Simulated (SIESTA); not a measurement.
RuS2 (Laurite) in SIESTA: the effect of functional

RuS2 (Laurite):

```xyz
12
Lattice="5.6106 0.0000 0.0000 0.0000 5.6106 0.0000 0.0000 0.0000 5.6106" Properties=species:S:1:pos:R:3 pbc="T T T"
Ru    0.0000    2.8053    2.8053
Ru    2.8053    2.8053    0.0000
Ru    2.8053    0.0000    2.8053
Ru    0.0000    0.0000    0.0000
S     2.1787    0.6266    4.9840
S     0.6266    4.9840    2.1787
S     4.9840    2.1787    0.6266
S     3.4319    3.4319    3.4319
S     3.4319    4.9840    0.6266
S     4.9840    0.6266    3.4319
S     0.6266    3.4319    4.9840
S     2.1787    2.1787    2.1787
```

Alike in all runs:

```yaml
Program: SIESTA 5.4.2
Task: band structure
Basis: DZP (energy shift 0.003 Ry; two zetas on semicore shells)
Grid_cutoff: 800 Ry
Energy_shift: 0.003 Ry
k_mesh: 5 × 5 × 5
Occupations: fermi-dirac, width 0.05 eV
Spin: no spin polarisation
```

| functional | potentials or basis | gap on the mesh (eV) | pressure (GPa) | largest force (eV/Å) |
| --- | --- | --- | --- | --- |
| PBE | PseudoDojo 0.4 standard (PBE files) | 0.87 | 6.5 | 0.28 |
| LDA | PseudoDojo 0.4 standard (LDA files) | 0.83 | -3.5 | 0.40 |
| PBEsol | PseudoDojo 0.4 standard (PBEsol files) | ? | ? | ? |

Problem. What does the run with functional PBEsol give?

Solution. gap on the mesh 0.83 eV; pressure -0.3 GPa; largest force 0.37 eV/Å.

Caveats: the basis of atomic orbitals isn't converged, which shifts pressures, moduli and gaps.

